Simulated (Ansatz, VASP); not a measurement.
## One calculation of GaAs, two programs

```
CELL_PARAMETERS angstrom
3.78457 0.00000 0.00000
0.00000 3.78457 0.00000
0.00000 0.00000 2.72053
ATOMIC_POSITIONS crystal
Ga 0.50000 0.50000 0.50000
As 0.00000 0.00000 0.50000
```

Change from the starting cell: volume scaled by 0.98.

Alike in both runs: task single point; functional PBE; k mesh 7 × 7 × 10; occupations fermi-dirac, width 0.05 eV; no spin polarisation.

```csv
,VASP,Ansatz
version,VASP 6.6.1,Ansatz 0.2.0
potentials or method,"VASP PAW PBE potentials, release 64 (Ga_d, As)",Ansatz PAW
plane-wave cutoff (eV),520,420
valence electrons in the cell,18,28
```

VASP gave:

| Item | Value |
| --- | --- |
| gap on the k mesh at the Fermi level (eV) | none |
| pressure (GPa) | 1.7 |
| largest component of the traceless stress (GPa) | 3.24 |

**Question.** What did Ansatz give for the same quantities?

**Answer.** gap on the k mesh at the Fermi level (eV): none; pressure (GPa): 1.5; largest component of the traceless stress (GPa): 3.20.

A gap of «none» marks a metal or a gap that the smearing closes. The functional is the same, so the differences come from potentials, cutoffs and numerics. The two sets of potentials don't hold the same shells in valence.
